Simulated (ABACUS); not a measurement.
Crystal: W.

```
W
1.0
     1.58234    1.58234    1.58234
    -1.58234    1.58234    1.58234
    -1.58234   -1.58234    1.58234
W
1
Direct
  0.00000 0.00000 0.00000
```

```yaml
Program: ABACUS 3.10.1
Task: relaxation of cell and atoms
Functional: RPBE
Potentials_or_basis: SSSP 1.3 efficiency PBE
Cutoff: 748 eV
Density_cutoff: 5987 eV
Basis: plane waves
k_mesh: 10 × 10 × 10
Occupations: fermi-dirac, width 0.05 eV
Spin: no spin polarisation
```

At the start: pressure 9.7 GPa; volume 15.85 Å³/atom.

**Question.** How do energy, volume and symmetry change on relaxing?

**Answer.** Over 6 steps the energy falls by 14.3 meV/atom and the volume is 16.33 Å³/atom (+3.1 %); space group Im-3m (No. 229, to 0.05 Å).

The path:
```tsv
step	energy change (eV)	largest force (eV/Å)	pressure (GPa)	volume (Å³)
1	0.0000	0.0000	9.69	15.85
2	0.1574	0.0000	-26.25	18.24
3	-0.0142	0.0000	-0.45	16.36
4	-0.0142	0.0000	-0.47	16.36
5	-0.0140	0.0000	1.37	16.26
6	-0.0143	0.0000	0.01	16.33
```

Final structure:
```cif
data_structure
_symmetry_space_group_name_H-M 'P 1'
_symmetry_Int_Tables_number 1
_cell_length_a 2.7684
_cell_length_b 2.7684
_cell_length_c 2.7684
_cell_angle_alpha 70.529
_cell_angle_beta 109.471
_cell_angle_gamma 70.529
_cell_volume 16.33
loop_
_atom_site_label
_atom_site_type_symbol
_atom_site_fract_x
_atom_site_fract_y
_atom_site_fract_z
_atom_site_occupancy
W1 W 0.00000 0.00000 0.00000 1
```

Caveat: the potentials were made for another functional, which shifts forces and pressure.
